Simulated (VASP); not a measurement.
BeS: single point with RPBE

The system is BeS.

```xyz
2
Lattice="0.0000 2.4250 2.4250 2.4250 0.0000 2.4250 2.4250 2.4250 0.0000" Properties=species:S:1:pos:R:3 pbc="T T T"
S     3.6375    3.6375    3.6375
Be    0.0000    0.0000    0.0000
```

```
Program                : VASP 6.6.1
Task                   : single point
Functional             : RPBE
Potentials or basis    : VASP PAW PBE potentials, release 64 (S, Be)
Cutoff                 : 500 eV
k mesh                 : 9 × 9 × 9
Occupations            : gaussian, width 0.02 eV
Spin                   : no spin polarisation
Further INCAR settings : ALGO = Normal; EDIFF = 1e-07
```

The pressure is 3.8 GPa and the band gap on the k mesh is 3.31 eV, indirect (least direct gap 5.72 eV).

Levels at points of the mesh, in eV from the valence-band top:
```
           k point  band 1  band 2  band 3  band 4  band 5  band 6  band 7  band 8
(0.00, 0.00, 0.00)  -13.68    0.00    0.00    0.00    5.72    5.72    5.72    6.03
```

It took 5.9 s on 1 thread of Intel(R) Xeon(R) Platinum 8559C (Emerald Rapids), on a shared host, peak memory 0.14 GiB.

Caveat: the PAW data sets were made with another functional, which shifts forces and pressure a little; an odd mesh through Γ misses points on the zone boundary, where band edges often lie.
